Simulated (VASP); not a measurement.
# C (R-3m) in VASP: notebook

Runs on C. Level: LDA. Tasks: relaxation of cell and atoms.

All numbers are computed with VASP 6.6.1; they aren't measurements. Logs are shortened: lines on timing, memory, paths and dates and some standing lists are left out, and cuts for length are marked.

## 1. The crystal as given

The structure is trigonal, space group R-3m (No. 166). Conventional cell: a = 2.466 Å, b = 2.466 Å, c = 24.848 Å, α = 90.00°, β = 90.00°, γ = 120.00°. C (site symmetry 3m) has 3 C at 1.42 Å as nearest neighbours. C (site symmetry 3m) has 3 C at 1.42 Å as nearest neighbours.

This isn't the form of C at room conditions, which is graphite.

## 2. Relaxation of cell and atoms, LDA

Input file INCAR:

```
SYSTEM = C
PREC = Accurate ; ENCUT = 520
EDIFF = 1E-7 ; ISMEAR = 0
SIGMA = 0.02 ; LREAL = .False.
LASPH = .True. ; NELM = 80
ALGO = Fast ; ISIF = 3
LWAVE = .False. ; LCHARG = .False.
IBRION = 2 ; NSW = 80
EDIFFG = -0.002 ; KPAR = 4
```

Input file KPOINTS:

```
Automatic mesh
0
Gamma
  6 6 6
  0 0 0
```

Input file POSCAR:

```
C
1.0
    1.2331881000      0.7119814800      8.2826151000
   -1.2331881000      0.7119814800      8.2826151000
    0.0000000000     -1.4239629600      8.2826151000
C
4
Direct
    0.9128269200      0.9128269200      0.9128269200
    0.2461499400      0.2461499400      0.2461499400
    0.7538500600      0.7538500600      0.7538500600
    0.0871730800      0.0871730800      0.0871730800
```

Potentials or basis: VASP PAW LDA potentials, release 64 (C).

The run is started by

```sh
$ cat potpaw_LDA.64/C/POTCAR > POTCAR
$ mpirun -np 4 vasp_std > vasp.out
```

OUTCAR:

```text
SYSTEM = C
   PREC = Accurate
   ENCUT = 520
   EDIFF = 1E-7
   ISMEAR = 0
   LREAL = .False.
   LASPH = .True.
   NELM = 80
   ISIF = 3
   IBRION = 2
   NSW = 80
   EDIFFG = -0.002

 ion  position               nearest neighbor table
   1  0.913  0.913  0.913-   2 1.42   2 1.42   2 1.42
   2  0.246  0.246  0.246-   1 1.42   1 1.42   1 1.42
   3  0.754  0.754  0.754-   4 1.42   4 1.42   4 1.42
   4  0.087  0.087  0.087-   3 1.42   3 1.42   3 1.42

  LATTYP: Found a trigonal (rhomboedric) cell.
 ALAT       =     8.4041289503
 COS(alpha) =     0.9569371043

  Lattice vectors:

 A1 = (   1.2331881000,   0.7119814800,   8.2826151000)
 A2 = (  -1.2331881000,   0.7119814800,   8.2826151000)
 A3 = (   0.0000000000,  -1.4239629600,   8.2826151000)

Analysis of symmetry for initial positions (statically):
=====================================================================
 Subroutine PRICEL returns:
 Original cell was already a primitive cell.

 Routine SETGRP: Setting up the symmetry group for a
 trigonal (rhombohedral) supercell.

 Subroutine GETGRP returns: Found 12 space group operations
 (whereof 12 operations were pure point group operations)
 out of a pool of 12 trial point group operations.

The static configuration has the point symmetry D_3d.

Analysis of symmetry for dynamics (positions and initial velocities):
=====================================================================
 Subroutine PRICEL returns:
 Original cell was already a primitive cell.

 Routine SETGRP: Setting up the symmetry group for a
 trigonal (rhombohedral) supercell.

 Subroutine GETGRP returns: Found 12 space group operations
 (whereof 12 operations were pure point group operations)
 out of a pool of 12 trial point group operations.

The dynamic configuration has the point symmetry D_3d.

 Subroutine INISYM returns: Found 12 space group operations
 (whereof 12 operations are pure point group operations),
 and found     1 'primitive' translations

----------------------------------------------------------------------------------------

                                     Primitive cell

  volume of cell :      43.6332

  direct lattice vectors                    reciprocal lattice vectors
     1.233188100  0.711981480  8.282615100     0.405453150  0.234088486  0.040244938
    -1.233188100  0.711981480  8.282615100    -0.405453150  0.234088486  0.040244938
     0.000000000 -1.423962960  8.282615100     0.000000000 -0.468176972  0.040244938

  length of vectors
     8.404128950  8.404128950  8.404128950     0.469903534  0.469903534  0.469903535

  position of ions in fractional coordinates (direct lattice)
     0.912826920  0.912826920  0.912826920
     0.246149940  0.246149940  0.246149940
     0.753850060  0.753850060  0.753850060
     0.087173080  0.087173080  0.087173080

  ion indices of the primitive-cell ions
   primitive index   ion index
                 1           1
                 2           2
                 3           3
                 4           4

----------------------------------------------------------------------------------------

 KPOINTS: Automatic mesh

Automatic generation of k-mesh.
 Grid dimensions read from file:
 generate k-points for:    6    6    6

 Generating k-lattice:

  Cartesian coordinates                     Fractional coordinates (reciprocal lattice)
     0.067575525  0.039014748  0.006707490     0.166666667 -0.000000000  0.000000000
    -0.067575525  0.039014748  0.006707490    -0.000000000  0.166666667  0.000000000
     0.000000000 -0.078029495  0.006707490     0.000000000  0.000000000  0.166666667

  Length of vectors
     0.078317256  0.078317256  0.078317256

  Shift w.r.t. Gamma in fractional coordinates (k-lattice)
     0.000000000  0.000000000  0.000000000

 Subroutine IBZKPT returns following result:
 ===========================================

 Found     32 irreducible k-points:

 Following reciprocal coordinates:
            Coordinates               Weight
  0.000000  0.000000  0.000000      1.000000
  0.166667  0.000000  0.000000      6.000000
  0.333333  0.000000  0.000000      6.000000
  0.500000  0.000000  0.000000      3.000000
  0.166667  0.166667  0.000000      6.000000
  0.333333  0.166667  0.000000     12.000000
[... 16 lines left out ...]
  0.500000  0.500000  0.166667      6.000000
 -0.333333  0.500000  0.166667     12.000000
 [... further k-points ...]
   k-points           NKPTS =     32   k-points in BZ     NKDIM =     32   number of bands    NBANDS=     12
   number of dos      NEDOS =    301   number of ions     NIONS =      4
   total plane-waves  NPLWV = 262144
   dimension x,y,z NGX =    64 NGY =   64 NGZ =   64
   dimension x,y,z NGXF=   128 NGYF=  128 NGZF=  128
   ions per type =               4
   NGX,Y,Z   is equivalent  to a cutoff of  12.66, 12.66, 12.66 a.u.
   NGXF,Y,Z  is equivalent  to a cutoff of  25.32, 25.32, 25.32 a.u.
 SYSTEM =  C
   PREC   = accura    normal or accurate (medium, high low for compatibility)
   ISTART =      0    job   : 0-new  1-cont  2-samecut
   ICHARG =      2    charge: 1-file 2-atom 10-const
   ISPIN  =      1    spin polarized calculation?
   LNONCOLLINEAR =      F non collinear calculations
   LSORBIT =      F    spin-orbit coupling
   LASPH  =      T    aspherical Exc in radial PAW
   ENCUT  =  520.0 eV  38.22 Ry    6.18 a.u.  15.63 15.63 15.63*2*pi/ulx,y,z
   NELM   =     80;   NELMIN=  2; NELMDL= -5     # of ELM steps
   EDIFF  = 0.1E-06   stopping-criterion for ELM
   LREAL  =      F    real-space projection
   EDIFFG = -.2E-02   stopping-criterion for IOM
   NSW    =     80    number of steps for IOM
   IBRION =      2    ionic relax: 0-MD 1-quasi-New 2-CG
   NFREE  =      1    steps in history (QN), initial steepest desc. (CG)
   ISIF   =      3    stress and relaxation
   ISYM   =      2    0-nonsym 1-usesym 2-fastsym
   POTIM  = 0.5000    time-step for ionic-motion
   TEBEG  =    0.0;   TEEND  =   0.0 temperature during run
   PSTRESS=    0.0 pullay stress
   NELECT =      16.0000    total number of electrons
   NUPDOWN=      -1.0000    fix difference up-down
   EMIN   =  10.00;   EMAX   =-10.00  energy-range for DOS
   EFERMI =   0.00;   METHOD = LEGACY
   ISMEAR =     0;   SIGMA  =   0.02  broadening in eV -4-tet -1-fermi 0-gaus
   EFERMI_NEDOS =   21; number of points for ismear=-14 and -15
   IALGO  =     68    algorithm
   IMIX   =      4    mixing-type and parameters
     AMIX     =   0.40;   BMIX     =  1.00
     AMIX_MAG =   1.60;   BMIX_MAG =  1.00
  volume/ion in A,a.u.               =      10.91        73.61
  Fermi-wavevector in a.u.,A,eV,Ry     =   1.171771  2.214325 18.681428  1.373046
  Thomas-Fermi vector in A             =   2.308209
   LORBIT       =      0    0 simple, 1 ext, 2 COOP (PROOUT), +10 PAW based schemes
   GGA     = CA    functional components
   LHFCALC =     F    Hartree Fock is set to
   AEXX    =    0.0000 exact exchange contribution
   IVDW    =     0    specifies the selected vdW correction
   LEPSILON=     F    determine dielectric tensor
   LRPA    =     F    only Hartree local field effects (RPA)
 conjugate gradient relaxation of ions
 non-spin polarized calculation
 RMM-DIIS sequential band-by-band and
 Gauss-broadening in eV      SIGMA  =   0.02
  energy-cutoff  :      520.00
  volume of cell :       43.63
 maximum number of plane-waves:      1195
 NGX is ok and might be reduce to    64
   NGX = 31   NGY = 31   NGZ = 31

--------------------------------------- Ionic step        1  -------------------------------------------

 number of electron      16.0000001 magnetization

 Free energy of the ion-electron system (eV)
  ---------------------------------------------------
  ext. energy  EPLUGINS =         0.00000000
  ---------------------------------------------------
  free energy    TOTEN  =       -40.28572586 eV

  energy without entropy =      -40.28572586  energy(sigma->0) =      -40.28572586

------------------------ aborting loop because EDIFF is reached ----------------------------------------

  FORCE on cell =-STRESS in cart. coord.  units (eV):
  Direction    XX          YY          ZZ          XY          YZ          ZX
  --------------------------------------------------------------------------------------
  -------------------------------------------------------------------------------------
  Total       -1.9718695     -1.9718695     -0.4425929      0.0000000      0.0000000      0.0000000
  in kB      -72.4055726    -72.4055723    -16.2516797      0.0000000      0.0000000      0.0000000
  external PRESSURE =     -53.6876082 kB  Pullay stress =       0.0000000 kB
[... 95 lines left out ...]
  FREE ENERGIE OF THE ION-ELECTRON SYSTEM (eV)
  ---------------------------------------------------
  free  energy   TOTEN  =       -40.3007620421 eV

  energy  without entropy=      -40.3007620421  energy(sigma->0) =      -40.30076204

 E-fermi :   3.3149     XC(G=0):  -9.7337

 val. band max:        3.2023377541   @ k =  -0.3333   0.3333   0.0000
 cond. band min:       3.4808922613   @ k =  -0.3333   0.3333   0.0000
 fundamental gap:      0.2785545071
 Fermi energy:         3.3149010285

 k-point     1 :       0.0000    0.0000    0.0000
  band No.  band energies     occupation
      1     -16.1696      2.00000
      2     -16.0774      2.00000
      3      -4.8741      2.00000
      4      -3.9875      2.00000
      5       0.3148      2.00000
      6       0.3148      2.00000
      7       0.3195      2.00000
      8       0.3195      2.00000
      9       6.1938      0.00000
     10      10.3651      0.00000
     11      11.7426      0.00000
     12      11.7434      0.00000
[... 333 lines left out ...]
      1     -11.6681      2.00000
      2     -11.6365      2.00000
      3      -8.0183      2.00000
      4      -7.9823      2.00000
      5      -4.7612      2.00000
      6      -4.7383      2.00000
      7       0.5013      2.00000
      8       0.7512      2.00000
      9       5.6730      0.00000
     10       6.0835      0.00000
     11      12.9597      0.00000
     12      13.3554      0.00000

 [... further k-points ...]

[... ionic steps 4 to 61 ...]

--------------------------------------- Ionic step       62  -------------------------------------------

 number of electron      16.0000000 magnetization

------------------------ aborting loop because EDIFF is reached ----------------------------------------
[... 71 lines left out ...]
--------------------------------------- Ionic step       64  -------------------------------------------

 number of electron      16.0000000 magnetization

 Free energy of the ion-electron system (eV)
  ---------------------------------------------------
  ext. energy  EPLUGINS =         0.00000000
  ---------------------------------------------------
  free energy    TOTEN  =       -40.39773071 eV

  energy without entropy =      -40.39773071  energy(sigma->0) =      -40.39773071

 E-fermi :   4.7690     XC(G=0): -10.9394

 val. band max:        4.6366892040   @ k =  -0.3333   0.3333   0.0000
 cond. band min:       5.1186429392   @ k =  -0.3333   0.3333   0.0000
 fundamental gap:      0.4819537353
 Fermi energy:         4.7690267927

 k-point     1 :       0.0000    0.0000    0.0000
  band No.  band energies     occupation
      1     -14.7436      2.00000
      2     -14.3664      2.00000
      3      -3.9467      2.00000
      4      -1.6574      2.00000
      5       1.8975      2.00000
      6       1.8975      2.00000
      7       1.9089      2.00000
      8       1.9089      2.00000
      9       8.8998      0.00000
     10      13.3207      0.00000
     11      13.3207      0.00000
     12      13.3531      0.00000
[... 376 lines left out ...]
  FREE ENERGIE OF THE ION-ELECTRON SYSTEM (eV)
  ---------------------------------------------------
  free  energy   TOTEN  =       -40.3977307117 eV

  energy  without entropy=      -40.3977307117  energy(sigma->0) =      -40.39773071

 reached required accuracy - stopping structural energy minimisation
```

It took 40 min on 4 MPI ranks of AMD EPYC 7R13 (Zen 3), shared host; peak memory 0.41 GiB.

Results:

```
Free energy                            : -40.3977 eV
Relaxed volume                         : 8.51 Å³/atom
Relaxed cell                           : a = 6.712 Å, b = 6.712 Å, c = 6.712 Å, α = 21.01°, β = 21.01°, γ = 21.01°
Space group after relaxing (to 0.05 Å) : R-3m (No. 166)
Energy gained by relaxing              : 28.0 meV/atom
Ionic steps                            : 64
Pressure after relaxing                : 0.0 GPa
Band gap on the k mesh                 : 0.48 eV, direct
```

Step by step:
```csv
step,energy change (eV),largest force (eV/Å),pressure (GPa),volume (Å³)
1,0.0000,0.0259,-5.37,43.63
3,-0.0150,0.0248,-0.52,42.93
5,-0.0173,0.0246,-0.43,42.72
7,-0.0394,0.0426,-0.54,40.88
9,-0.0793,0.2240,0.54,33.55
11,-0.0961,0.1430,-0.04,34.71
13,-0.0981,0.1088,-0.26,35.39
15,-0.0986,0.0623,0.31,35.24
17,-0.0992,0.1051,-0.81,35.23
19,-0.1032,0.1275,-0.98,34.83
21,-0.1092,0.0403,1.42,33.86
23,-0.1100,0.0681,0.48,33.93
25,-0.1104,0.0570,-0.29,33.98
27,-0.1108,0.0239,-0.41,34.00
29,-0.1112,0.0504,0.19,33.99
31,-0.1115,0.0273,0.36,34.01
33,-0.1116,0.0470,0.03,34.05
35,-0.1117,0.0112,-0.30,34.10
37,-0.1118,0.0240,0.03,34.09
39,-0.1118,0.0149,0.15,34.09
41,-0.1119,0.0215,-0.09,34.11
43,-0.1119,0.0079,-0.16,34.11
45,-0.1119,0.0151,-0.19,34.12
47,-0.1119,0.0154,0.07,34.09
49,-0.1120,0.0096,0.07,34.09
51,-0.1120,0.0083,-0.08,34.09
53,-0.1120,0.0071,-0.06,34.08
55,-0.1120,0.0051,0.05,34.06
57,-0.1120,0.0063,0.00,34.05
59,-0.1120,0.0032,-0.02,34.05
61,-0.1120,0.0015,-0.04,34.05
63,-0.1120,0.0023,-0.01,34.04
64,-0.1120,0.0012,0.01,34.04
```

Final structure:
```xyz
4
Lattice="1.2237 0.7065 6.5621 -1.2237 0.7065 6.5621 0.0000 -1.4130 6.5621" Properties=species:S:1:pos:R:3 pbc="T T T"
C     0.0000    0.0000   18.0454
C     0.0000    0.0000    4.9201
C     0.0000    0.0000   14.7661
C     0.0000    0.0000    1.6408
```

Caveat: the k mesh is coarse (spacing up to 0.49 Å⁻¹), so the values aren't converged; the volume moved by over 15 % at a fixed basis, so the end points are rough. A k mesh can miss the band edges.

[end of part 1 of 2]
